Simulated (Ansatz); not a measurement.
# Strain and the gap of LiF (zincblende)

LiF built on the zincblende prototype, relaxed with r2SCAN in Ansatz. Space group F-43m (No. 216), cubic; conventional cell a = 4.289 Å, 9.86 Å³ an atom. Around Li lie 4 F at 1.86 Å; around F lie 4 Li at 1.86 Å.

The axes x, y and z are those of this cell:
```
Li F
1.0
     0.00000    2.14461    2.14461
     2.14461    0.00000    2.14461
     2.14461    2.14461    0.00000
Li F
1 1
Cartesian
  0.0000 0.0000 0.0000
  1.0723 1.0723 1.0723
```

Unstrained: PBE gives a direct gap of 7.930 eV at Γ. With r2SCAN the gap is 8.663 eV and direct, at Γ. With HSE06 the gap is 10.111 eV and direct, at Γ. Meshes: PBE 10×10×10, r2SCAN 10×10×10, HSE06 8×8×8. Strains are changes of length per length, and xy shears are angles. After each strain the atoms were relaxed again with r2SCAN within the symmetry that the strain leaves, so tilts or polar shifts that break it weren't tested; points keep the names that they have in the unstrained zone. (Calculated; spin-unpolarised; the phase may be known or hypothetical.)

Changes of the least gap in eV (an overlap counts as a negative gap):

| strain | volume change (%) | space group | PBE | r2SCAN | HSE06 | G0W0@PBE (mesh) | energy rise, r2SCAN (meV/atom) |
| --- | --- | --- | --- | --- | --- | --- | --- |
| uniaxial -3.0 % along [111] | -3.0 | R3m | +0.089 | +0.096 | +0.104 | +0.09 | 3.1 |
| uniaxial +4.0 % along x | +4.0 | I-4m2 | -0.238 | -0.247 | -0.258 | -0.26 | 3.3 |
| isotropic -1.5 % on every length | -4.4 | F-43m | +0.257 | +0.268 | +0.279 | +0.28 | 4.0 |
| xy shear, engineering strain (angle) +2.5 % | 0.0 | Imm2 | -0.050 | -0.051 | -0.051 | -0.06 | 0.7 |
| epitaxial +1.5 % in the plane normal to [111], free normal strain -0.88 % | +2.1 | R3m | -0.172 | -0.178 | -0.183 | -0.19 | 1.6 |

Unstrained, G0W0@PBE with 82 empty bands, a screening cutoff of 150 eV and a 6×6×6 mesh gives 12.09 eV on its mesh; the band count follows the volume. The G0W0 figures hold for the stated bands, cutoff and mesh and aren't extrapolated.

Uniaxial -3.0 % along [111], other directions held. HSE06: the gap goes from 10.111 to 10.215 eV (+0.104 eV); with r2SCAN the top three valence levels at Γ, degenerate before, become 1+2 from the top over 114 meV. Stress change with r2SCAN, compression positive: xx +1.88, yy +1.88, zz +1.88, xy +0.72, xz +0.72, yz +0.72 GPa.

Uniaxial +4.0 % along x, other directions held. HSE06: the gap goes from 10.111 to 9.853 eV (-0.258 eV); with r2SCAN the top three valence levels at Γ, degenerate before, become 2+1 from the top over 69 meV. Stress change with r2SCAN, compression positive: xx -2.78, yy -1.83, zz -1.83 GPa.

Isotropic -1.5 % on every length. HSE06: the gap goes from 10.111 to 10.390 eV (+0.279 eV). Stress change with r2SCAN, compression positive: xx +2.92, yy +2.92, zz +2.92 GPa. For HSE06, dE_g/d ln V = -6.2 eV over this step.

Xy shear, engineering strain (angle) +2.5 %. HSE06: the gap goes from 10.111 to 10.060 eV (-0.051 eV); with r2SCAN the top three valence levels at Γ, degenerate before, become 1+1+1 from the top over 94 meV. Stress change with r2SCAN, compression positive: xx +0.01, yy +0.01, zz -0.03, xy -0.90 GPa.

Epitaxial +1.5 % in the plane normal to [111], free normal strain -0.88 %. HSE06: the gap goes from 10.111 to 9.928 eV (-0.183 eV); with r2SCAN the top three valence levels at Γ, degenerate before, become 1+2 from the top over 81 meV. Stress change with r2SCAN, compression positive: xx -1.19, yy -1.19, zz -1.19, xy +0.56, xz +0.56, yz +0.56 GPa.

The meshes of the hybrids are coarse, so their gaps aren't converged to the digits shown.

The splittings at Γ are without spin-orbit coupling, which regroups them where it is of like size or larger.
